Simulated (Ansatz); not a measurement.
# ZrO (Cmmm) in Ansatz: convergence with scf convergence dr2 threshold

Aim: find how far scf convergence dr2 threshold must go before the results for ZrO settle, at HSE06. This setting moves, with any that are tied to it; all else stays.

Everything below comes from runs of Ansatz 0.2.0. Logs are shortened: lines on timing, memory, paths and dates and some standing lists are left out, and cuts for length are marked.

**1. The crystal as given**

Symmetry: Cmmm, No. 65, orthorhombic system. The conventional cell has a = 3.653 Å, b = 5.838 Å, c = 2.620 Å, α = 90.00°, β = 90.00°, γ = 90.00°. Zr (site symmetry mmm) has 2 O at 1.83 Å as nearest neighbours. Around O (site symmetry mmm) lie 2 Zr at 1.83 Å.

The cell was built by a generator and needn't be a form met in nature.

**2. With scf convergence dr2 threshold 0.01**

The input, input.yaml:

```yaml
crystal:
  lattice:
    - [1.82663986, -2.91884927, 0.0]
    - [1.82663986, 2.91884927, 0.0]
    - [0.0, 0.0, 2.61993837]
  atoms:
    - { symbol: Zr, position: [0.0, 0.0, 0.0] }
    - { symbol: O, position: [0.5, 0.5, 0.0] }
hamiltonian:
  xc: hse06
  pseudopotentials: { kind: paw }
kpoints:
  mp_grid: { grid: [5, 5, 5] }
scf:
  occupations: { method: gaussian, width: 0.1 }
  convergence: { dr2_threshold: 0.01 }
output:
  forces: true
  stress: true
  eigenvalues: true
```

Potentials or basis: Ansatz PAW.

On the command line:

```bash
$ ansatz run input.yaml --threads 2 --pin off --max-ram 5632MiB --backend cpu --events-out ev --progress --plain --runs-dir out
```

It took 11 s on 2 threads of Arm Neoverse V2, shared host; peak memory 0.74 GiB.

What came out:

| Item | Value |
| --- | --- |
| Free energy | -4751.9263 eV |
| Pressure | 59.8 GPa |
| Band gap on the k mesh | none (metal or under the smearing width) |

**3. With scf convergence dr2 threshold 0.001**

Changes to input.yaml since step 2:

```diff
@@ -15,3 +15,3 @@
   occupations: { method: gaussian, width: 0.1 }
-  convergence: { dr2_threshold: 0.01 }
+  convergence: { dr2_threshold: 0.001 }
 output:
```

Potentials or basis: Ansatz PAW.

On the command line:

```bash
$ ansatz run input.yaml --threads 2 --pin off --max-ram 5632MiB --backend cpu --events-out ev --progress --plain --runs-dir out
```

It took 11 s on 2 threads of Arm Neoverse V2, shared host; peak memory 0.74 GiB.

What came out:

| Quantity | Value |
| --- | --- |
| Free energy | -4751.9263 eV |
| Pressure | 59.8 GPa |
| Band gap on the k mesh | none (metal or under the smearing width) |

**4. With scf convergence dr2 threshold 0.0001**

Changes to input.yaml since step 3:

```diff
@@ -15,3 +15,3 @@
   occupations: { method: gaussian, width: 0.1 }
-  convergence: { dr2_threshold: 0.001 }
+  convergence: { dr2_threshold: 0.0001 }
 output:
```

On the command line:

```bash
$ ansatz run input.yaml --threads 2 --pin off --max-ram 5632MiB --backend cpu --events-out ev --progress --plain --runs-dir out
```

It took 11 s on 2 threads of Arm Neoverse V2, shared host; peak memory 0.74 GiB.

What came out:

| Quantity | Value |
| --- | --- |
| Free energy | -4751.9263 eV |
| Pressure | 59.8 GPa |
| Band gap on the k mesh | none (metal or under the smearing width) |

**5. With scf convergence dr2 threshold 1e-05**

Changes to input.yaml since step 4:

```diff
@@ -15,3 +15,3 @@
   occupations: { method: gaussian, width: 0.1 }
-  convergence: { dr2_threshold: 0.0001 }
+  convergence: { dr2_threshold: 1.0e-05 }
 output:
```

On the command line:

```bash
$ ansatz run input.yaml --threads 2 --pin off --max-ram 5632MiB --backend cpu --events-out ev --progress --plain --runs-dir out
```

It took 11 s on 2 threads of Arm Neoverse V2, shared host; peak memory 0.74 GiB.

What came out:

```yaml
Free_energy: -4751.9263 eV
Pressure: 59.8 GPa
Band_gap_on_the_k_mesh: none (metal or under the smearing width)
```

**6. With scf convergence dr2 threshold 1e-06**

Changes to input.yaml since step 5:

```diff
@@ -15,3 +15,3 @@
   occupations: { method: gaussian, width: 0.1 }
-  convergence: { dr2_threshold: 1.0e-05 }
+  convergence: { dr2_threshold: 1.0e-06 }
 output:
```

Potentials or basis: Ansatz PAW.

On the command line:

```bash
$ ansatz run input.yaml --threads 2 --pin off --max-ram 5632MiB --backend cpu --events-out ev --progress --plain --runs-dir out
```

Wall time 11 s (2 threads of Arm Neoverse V2, shared host); peak memory 0.74 GiB.

Results (log left out):

```
Free energy            : -4751.9263 eV
Pressure               : 59.8 GPa
Band gap on the k mesh : none (metal or under the smearing width)
```

**7. With scf convergence dr2 threshold 1e-07**

Changes to input.yaml since step 6:

```diff
@@ -15,3 +15,3 @@
   occupations: { method: gaussian, width: 0.1 }
-  convergence: { dr2_threshold: 1.0e-06 }
+  convergence: { dr2_threshold: 1.0e-07 }
 output:
```

On the command line:

```bash
$ ansatz run input.yaml --threads 2 --pin off --max-ram 5632MiB --backend cpu --events-out ev --progress --plain --runs-dir out
```

Wall time 11 s (2 threads of Arm Neoverse V2, shared host); peak memory 0.74 GiB.

It converged, with:

```
Free energy            : -4751.9263 eV
Pressure               : 59.8 GPa
Band gap on the k mesh : none (metal or under the smearing width)
```

**8. With scf convergence dr2 threshold 1e-09**

Changes to input.yaml since step 7:

```diff
@@ -15,3 +15,3 @@
   occupations: { method: gaussian, width: 0.1 }
-  convergence: { dr2_threshold: 1.0e-07 }
+  convergence: { dr2_threshold: 1.0e-09 }
 output:
```

On the command line:

```bash
$ ansatz run input.yaml --threads 2 --pin off --max-ram 5632MiB --backend cpu --events-out ev --progress --plain --runs-dir out
```

Wall time 11 s (2 threads of Arm Neoverse V2, shared host); peak memory 0.74 GiB.

Results (log left out):

```yaml
Free_energy: -4751.9263 eV
Pressure: 59.8 GPa
Band_gap_on_the_k_mesh: none (metal or under the smearing width)
```

**9. With scf convergence dr2 threshold 1e-11**

Changes to input.yaml since step 8:

```diff
@@ -15,3 +15,3 @@
   occupations: { method: gaussian, width: 0.1 }
-  convergence: { dr2_threshold: 1.0e-09 }
+  convergence: { dr2_threshold: 1.0e-11 }
 output:
```

Potentials or basis: Ansatz PAW.

On the command line:

```bash
$ ansatz run input.yaml --threads 2 --pin off --max-ram 5632MiB --backend cpu --events-out ev --progress --plain --runs-dir out
```

What it wrote:

```text
Warning: output.stress: scf.exx.energy_threshold = 1e-6 eV is looser than the 2e-8 eV advised for a stress under a hybrid functional (1e-8 eV for each atom of the cell: 2). Every SCF of the exchange loop can meet its threshold on dr2 while the loop round them stops early: no threshold on dr2 bounds what that leaves in the stress. Set scf.exx.energy_threshold to 2e-8 eV or tighter. The threshold is the loop's pass mark: a loop that does not reach it within its budget of cycles ends unconverged, and scf.exx.energy_threshold's page has the law
Warning: RAYON_NUM_THREADS=2 ignored (pool sized by the plan → 2); use --threads N
Engine: ansatz 0.2.0, aarch64-unknown-linux-gnu
Pseudopotentials: kind: paw
Pseudopotential: Zr, paw, valence charge 12, recommended cutoff 420 eV (normal), Zr.paw.azcp
Pseudopotential: O, paw, valence charge 6, recommended cutoff 420 eV (normal), O.paw.azcp
Functional definition: HSE06
  parameter a = 0.25
  parameter omega = 0.11/bohr
  exchange = pbe_x - a*pbe_x_sr(omega) + a*exact_x_sr(omega)
  correlation = pbe_c
Crystal: 2 atoms, lattice volume = 27.937 Å³
Basis set: ecut = 420 eV, 559 PW (Γ), exchange–correlation on 48×48×36 points (8 copies of the dense FFT grid, shifted against one another)
Bands: 13, of which v1, the nominal top of the filled ones, is band 9 counted from 1 (8 counted from 0)
Symmetry: 8 space group operations
Space group: Cmmm (ITA 65), of the structure as read, at distance tolerance 3.0e-5 Å
k-points: 27 of 125
Non-local potential: Zr, projectors of the file, l = 0: 3, l = 1: 2, l = 2: 2, l = 3: 2
Non-local potential: O, projectors of the file, l = 0: 2, l = 1: 2, l = 2: 1
PAW form: soft (Blöchl's): semilocal exchange-correlation on the pseudo side does not see the compensation charge
PAW frozen core: Zr, regenerated for the run's functional, and the local potential with it (the file was generated under x = pbe(κ = 0.804, μ = 0.2195149727645171), c = pbe(β = 0.06672455060314922))
PAW frozen core: O, regenerated for the run's functional, and the local potential with it (the file was generated under x = pbe(κ = 0.804, μ = 0.2195149727645171), c = pbe(β = 0.06672455060314922))
PAW one-centre angular grid: Zr, 590 points (default); XC on 64 Gauss nodes
PAW one-centre angular grid: O, 110 points (default); XC on 96 Gauss nodes
Initial density: superposition of atomic densities (neutral atoms: chi_scale 0, normalization atom), corrected by the library's trained network
Initial wavefunctions: pseudopotential atomic-orbital guess
Functional: x = pbe(κ = 0.804, μ = 0.2195149727645171), c = pbe(β = 0.06672455060314922), warm-up for x = pbe(κ = 0.804, μ = 0.2195149727645171) + 0.25 (exact − pbe) at short range (hse, ω = 0.20786987370883472 Å⁻¹), c = pbe(β = 0.06672455060314922); HSE06 as pw.x's `hse` composes it (authors' and Libxc's form: `xc: wpbeh`)
SCF iter   1: F=—  HF=-4750.012673 eV  |F-HF|=—  |Δ(HF+E_count)|=         —  Δρ=2.19e-2  dr2=1.27e-1  ethr=1.77e-3  ⟨swp⟩=5.9  Hψ=1502  notcnv=0
preconditioner: auto → none  [insulator: Δε(μ)=0.184 eV  Ē_g=10.540 eV  σ=0.100 eV  W_gap=0.64  n_scr=8 (ndim 8)  ℏωp=22.2 eV  f_vac=0.000  D(μ)=1.18/eV (n_scr^D=8)]
iter 2 solved again at ethr=6.21e-5 eV; its pass at ethr=7.07e-4 eV (dr2=1.12e-2 eV) is discarded
SCF iter   2: F=—  HF=-4749.983996 eV  |F-HF|=—  |Δ(HF+E_count)|=   2.87e-2  Δρ=7.94e-3  dr2=1.07e-2  ethr=6.21e-5  ⟨swp⟩=2.6  Hψ=1356  notcnv=0
SCF iter   3: F=—  HF=-4749.983559 eV  |F-HF|=—  |Δ(HF+E_count)|=   4.37e-4  Δρ=2.04e-3  dr2=4.31e-4  ethr=5.95e-5  ⟨swp⟩=2.9  Hψ=640  notcnv=0
SCF iter   4: F=—  HF=-4749.983658 eV  |F-HF|=—  |Δ(HF+E_count)|=   9.94e-5  Δρ=3.62e-4  dr2=1.85e-5  ethr=2.39e-6  ⟨swp⟩=3.2  Hψ=717  notcnv=0
SCF iter   5: F=—  HF=-4749.983657 eV  |F-HF|=—  |Δ(HF+E_count)|=   1.40e-6  Δρ=7.50e-5  dr2=5.78e-7  ethr=1.03e-7  ⟨swp⟩=3.7  Hψ=775  notcnv=0
SCF iter   6: F=—  HF=-4749.983657 eV  |F-HF|=—  |Δ(HF+E_count)|=   2.05e-7  Δρ=1.55e-5  dr2=4.72e-8  ethr=3.21e-9  ⟨swp⟩=3.3  Hψ=799  notcnv=0
SCF iter   7: F=—  HF=-4749.983657 eV  |F-HF|=—  |Δ(HF+E_count)|=   1.03e-8  Δρ=2.66e-6  dr2=9.44e-10  ethr=2.62e-10  ⟨swp⟩=3.0  Hψ=643  notcnv=0
SCF iter   8: F=—  HF=-4749.983657 eV  |F-HF|=—  |Δ(HF+E_count)|=  1.82e-12  Δρ=3.24e-7  dr2=1.97e-11  ethr=5.24e-12  ⟨swp⟩=3.8  Hψ=832  notcnv=0
[... 24 lines left out ...]
SCF iter   3: F=—  HF=-4751.926330 eV  |F-HF|=—  |Δ(HF+E_count)|=   6.92e-7  Δρ=3.41e-5  dr2=4.02e-7  ethr=2.42e-9  ⟨swp⟩=3.0  Hψ=761  notcnv=0
SCF iter   4: F=—  HF=-4751.926330 eV  |F-HF|=—  |Δ(HF+E_count)|=   9.16e-8  Δρ=3.11e-5  dr2=2.39e-7  ethr=1.58e-9  ⟨swp⟩=3.4  Hψ=762  notcnv=0
SCF iter   5: F=—  HF=-4751.926330 eV  |F-HF|=—  |Δ(HF+E_count)|=   1.15e-8  Δρ=9.03e-6  dr2=2.94e-8  ethr=1.09e-9  ⟨swp⟩=3.0  Hψ=715  notcnv=0
SCF iter   6: F=—  HF=-4751.926330 eV  |F-HF|=—  |Δ(HF+E_count)|=   2.36e-8  Δρ=1.80e-6  dr2=1.21e-9  ethr=9.94e-11  ⟨swp⟩=3.1  Hψ=864  notcnv=0
SCF iter   7: F=—  HF=-4751.926330 eV  |F-HF|=—  |Δ(HF+E_count)|=  5.82e-11  Δρ=3.08e-7  dr2=3.28e-11  ethr=5.11e-12  ⟨swp⟩=3.2  Hψ=841  notcnv=0
SCF iter   8: F=-4751.926330 eV  HF=-4751.926330 eV  |F-HF|=9.09e-13  |Δ(HF+E_count)|=    0.00e0  Δρ=8.66e-8  dr2=1.97e-12  ethr=1.00e-12  ⟨swp⟩=2.5  Hψ=624  notcnv=0
SCF 3 converged in 8 iterations: F = -4751.926330 eV  dr2 = 1.97e-12
  Residual-converged pass: ⟨swp⟩=4.3  Hψ=1100  notcnv=0  max |occ|·‖R‖ = 9.7e-9 eV (tolerance 1.0e-8 eV)  dr2=2.68e-12  dr2_onsite=1.81e-13  max |Δocc| = 5.7e-13
hybrid outer 2: dexx = +5.848e-6 eV, tail = 3.83e-9 eV, Δε = 7.76e-3 eV (about 1.61e-4 eV left of the loop's levels)
hybrid SCF converged: 2 outer / 14 inner (+9 warm-up), last move |dexx| = 5.85e-6 eV, tail = 3.83e-9 eV
Stability not checked: this state was not tested for a lower state beside it, because the functional holds exact exchange (a hybrid, or Hartree-Fock), whose exchange loop this test does not read (fock_operator; see scf.lower_state_search)
Free energy (F): -4751.926330 eV
Frozen-core exchange: fock
Harris-Foulkes:  -4751.926330 eV  (|F-HF|=9.09e-13)
Internal energy: -4751.920826 eV  (E = F + TS)
E sigma→0 (E₀):  -4751.923578 eV
Entropy (-TS):   -0.005504 eV (-2.752 meV/atom)
Fermi energy:    14.537275 eV
--- Per-component energies (eV) ---
  E_band       = -110.430758
  E_kinetic    = 526.205217
  E_local      = -1009.082690  (includes V_loc(G=0)·N_el)
  E_nonlocal   = 126.626630
  E_hartree    = 343.366060
  E_xc         = -191.887984
  E_vxc        = -230.869969  (∫ρ·V_xc dr)
  E_exx        = -51.553143  (= α·E_x^exact, valence–valence)
  E_paw        = -3110.877781  (= ΣΔE_a)
  E_vpaw       = -106.938278  (= ΣTr[D̂ρ^β])
  E_aug_tail   = 0.002507  (compensation charges beyond the density's cutoff)
  E_ewald      = -1384.298883
  E_core_change = -0.420759  (= ΣΔE_core)
  E_smearing   = -0.005504  (= −TS)
  E_closure    = -0.000000  (closes the sum)
  Σ components = -4751.926330   (vs F -4751.926330, Δ=0.00e0)
--- Forces (eV/Å), atoms counted from 1 ---
  atom   1  Zr     0.00000000     0.00000000     0.00000000
  atom   2  O      0.00000000    -0.00000000     0.00000000
  max |Σ_I F_I| component: 3.16e-30 eV/Å
--- Stress (GPa, compression-positive) ---
      134.528869       0.000000      -0.000000
        0.000000      -1.791111       0.000000
       -0.000000       0.000000      46.788017
  P = ⅓ Tr σ = 59.8419 GPa (598.419 kbar)
--- Band table (eV; the first three rows and the last of 27) ---
  k-point 0: bands = ["-38.3998", "-15.8841", "-14.8489", "-13.5644", "-8.8763", "8.4046", "9.9536", "10.5110", "10.9453", "12.8165", "13.8750", "20.2222", "20.6243"]
  k-point 1: bands = ["-38.2488", "-15.7671", "-14.7243", "-14.6719", "-8.6442", "8.6205", "8.7160", "11.0226", "12.3595", "14.4178", "14.8082", "17.3643", "17.6195"]
  k-point 2: bands = ["-37.9935", "-16.2198", "-15.5705", "-14.5127", "-8.2390", "7.0762", "8.9967", "11.1702", "14.5364", "14.5493", "14.6957", "15.5276", "19.0616"]
  k-point 26: bands = ["-37.9511", "-16.1316", "-15.6743", "-14.8864", "-8.2311", "7.4033", "8.1823", "11.1230", "11.2719", "13.6529", "18.5035", "19.8700", "22.0167"]
```

It took 12 s on 2 threads of Arm Neoverse V2, shared host; peak memory 0.74 GiB.

What came out:

```yaml
Free_energy: -4751.9263 eV
Pressure: 59.8 GPa
Band_gap_on_the_k_mesh: none (metal or under the smearing width)
```

**10. The series at a glance**

```csv
scf convergence dr2 threshold,"energy less the tightest run, at zero smearing (meV/atom)",SCF cycles,CPU time (s),peak memory (GiB)
0.01,0.00,16,19,0.74
0.001,0.00,16,19,0.74
0.0001,0.00,16,19,0.74
1e-05,0.00,17,19,0.74
1e-06,0.00,19,19,0.74
1e-07,0.00,20,19,0.74
1e-09,0.00,21,20,0.74
1e-11,0.00,23,20,0.74
```

Against the tightest run, the energy stays within 1 meV/atom from 0.01 on. The tightest run that finished is the yardstick and may itself not be fully converged.

Caveats: all runs use coarse meshes; a pressure of tens of GPa on the cell as given is suspect, and the run, the potentials or the cell itself is likely at fault; the PAW data sets come from PBE, with cores solved anew for the run's functional, which leaves a small shift of forces and pressure; the thresholds are loose for stress.
